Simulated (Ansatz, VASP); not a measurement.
**Two plane-wave programs on GaS5**

```
CELL_PARAMETERS angstrom
5.95785 0.00000 0.00000
-2.97893 5.15965 0.00000
0.00000 0.00000 5.35730
ATOMIC_POSITIONS crystal
Ga 0.00000 0.00000 0.50000
S 0.00000 0.33453 0.00000
S 0.66547 0.66547 0.00000
S 0.33453 0.00000 0.00000
S 0.66667 0.33333 0.50000
S 0.33333 0.66667 0.50000
```

Change from the starting cell: species swapped into the Mg5Sn type (P-62m, No. 189).

Alike in both runs: task single point; functional PBE; k mesh 3 × 3 × 4; occupations gaussian, width 0.1 eV; no spin polarisation.

|  | VASP | Ansatz |
| --- | --- | --- |
| version | VASP 6.6.1 | Ansatz 0.2.0 |
| potentials or method | VASP PAW PBE potentials, release 64 (Ga_d, S) | scalar-relativistic, plane waves, PAW |
| plane-wave cutoff (eV) | 520 | 420 |
| valence electrons in the cell | 43 | 43 |

Ansatz gave:

- gap on the k mesh at the Fermi level (eV): none
- pressure (GPa): -10.5
- largest component of the traceless stress (GPa): 2.56
- rms of the force components (eV/Å): 0.095

Problem. What did VASP give for the same quantities?

Solution. gap on the k mesh at the Fermi level (eV): none; pressure (GPa): -10.5; largest component of the traceless stress (GPa): 2.57; rms of the force components (eV/Å): 0.095.

Atom by atom the forces differ by 0.000 eV/Å (rms over components). A gap of «none» marks a metal or a gap that the smearing closes.

Caveats: the k mesh is coarse (spacing up to 0.41 Å⁻¹), so the values aren't converged.
